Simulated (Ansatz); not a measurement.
# AgCl: a single-point run

Aim: a sound single-point run of AgCl. The structure is shown as the input types it.

Program: Ansatz 0.2.0. Level of theory: DFT, LDA, PAW with Ansatz's default frozen-core files, scalar-relativistic. These are calculated values, not measurements.

## (1) The structure to begin with

The structure is cubic, space group Fm-3m (No. 225). Conventional cell: a = 5.470 Å, b = 5.470 Å, c = 5.470 Å, α = 90.00°, β = 90.00°, γ = 90.00°. Around Ag (site symmetry m-3m) lie 6 Cl at 2.74 Å. Around Cl (site symmetry m-3m) lie 6 Ag at 2.74 Å.

As a file:

```
CELL_PARAMETERS angstrom
0.00000 2.73519 2.73519
2.73519 0.00000 2.73519
2.73519 2.73519 0.00000
ATOMIC_POSITIONS crystal
Ag 0.00000 0.00000 0.00000
Cl 0.50000 0.50000 0.50000
```

## (2) The calculation

input.yaml

```yaml
crystal:
  lattice:
    - [0.0, 2.7351899843, 2.7351899843]
    - [2.7351899843, 0.0, 2.7351899843]
    - [2.7351899843, 2.7351899843, 0.0]
  atoms:
    - { symbol: Ag, position: [0.0, 0.0, 0.0] }
    - { symbol: Cl, position: [0.5, 0.5, 0.5] }
kpoints:
  mp_grid: { grid: [9, 8, 10] }
scf:
  occupations: { method: fermi_dirac, width: 0.01 }
  max_iter: 75
hamiltonian:
  xc: lda
  pseudopotentials: { kind: paw }
output:
  forces: true
  stress: true
  eigenvalues: true
  efg: { contact_densities: true }
```

Started as:

```sh
$ ansatz run input.yaml --threads 1 --pin off --max-ram 2048MiB --backend cpu --events-out ev --progress --plain --runs-dir out
```

**Question.** How will this run end, and is anything wrong with its input?

This run ends as converged, with warnings (gradients without spin orbit, symmetry narrowed by mesh). Its log warns: «crystal.symmetry: narrowed to the stabiliser of the k-point mesh — unitary ops 48 → 2; excluded 46 operations that carry a point of the 9×8×10 mesh (shift [0, 0 ...»

Look at the input: kpoints.mp_grid.grid is [9, 8, 10]. What could go wrong: uneven k-mesh. The run converged, but that does not make its result sound.

To check: set kpoints.mp_grid.grid to [9, 9, 9].
